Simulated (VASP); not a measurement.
Crystal: SiC (Moissanite 6H).

```
CELL_PARAMETERS angstrom
3.09500 0.00000 0.00000
-1.54750 2.68035 0.00000
0.00000 0.00000 15.17000
ATOMIC_POSITIONS crystal
Si 0.66667 0.33333 0.45830
Si 0.33333 0.66667 0.95830
Si 0.66667 0.33333 0.79170
Si 0.33333 0.66667 0.29170
Si 0.00000 0.00000 0.62500
Si 0.00000 0.00000 0.12500
C 0.66667 0.33333 0.33330
C 0.33333 0.66667 0.83330
C 0.66667 0.33333 0.66670
C 0.33333 0.66667 0.16670
C 0.00000 0.00000 0.50000
C 0.00000 0.00000 0.00000
```

- Program: VASP 6.6.1
- Task: relaxation of cell and atoms
- Functional: PBE
- Dispersion: D3(BJ)
- Potentials or basis: VASP PAW PBE potentials, release 64 (Si, C)
- Cutoff: 600 eV
- k mesh: 10 × 10 × 2
- Occupations: fermi-dirac, width 0.05 eV
- Spin: no spin polarisation

At the start: pressure -4.5 GPa; volume 10.49 Å³/atom.

Where does the relaxation end?

Over 7 steps the energy falls by 3.2 meV/atom and the volume is 10.27 Å³/atom (-2.1 %); space group P6_3mc (No. 186, to 0.05 Å).

The path:
| step | energy change (eV) | largest force (eV/Å) | pressure (GPa) | volume (Å³) |
| --- | --- | --- | --- | --- |
| 1 | 0.0000 | 0.1416 | -4.50 | 125.85 |
| 2 | 0.0029 | 0.1202 | 5.01 | 120.56 |
| 3 | -0.0387 | 0.0267 | -0.01 | 123.21 |
| 4 | -0.0387 | 0.0284 | 0.08 | 123.16 |
| 5 | -0.0388 | 0.0144 | 0.10 | 123.15 |
| 6 | -0.0388 | 0.0152 | 0.10 | 123.15 |
| 7 | -0.0388 | 0.0078 | -0.08 | 123.25 |

Final structure:
```xyz
12
Lattice="3.0724 0.0000 0.0000 -1.5362 2.6608 0.0000 0.0000 0.0000 15.0767" Properties=species:S:1:pos:R:3 pbc="T T T"
Si    1.5362    0.8869    6.9098
Si    0.0000    1.7738   14.4482
Si    1.5362    0.8869   11.9382
Si    0.0000    1.7738    4.3999
Si    0.0000    0.0000    9.4235
Si    0.0000    0.0000    1.8851
C     1.5362    0.8869    5.0253
C     0.0000    1.7738   12.5637
C     1.5362    0.8869   10.0537
C     0.0000    1.7738    2.5153
C    -1.5362    2.6608    7.5335
C     0.0000    0.0000   15.0719
```
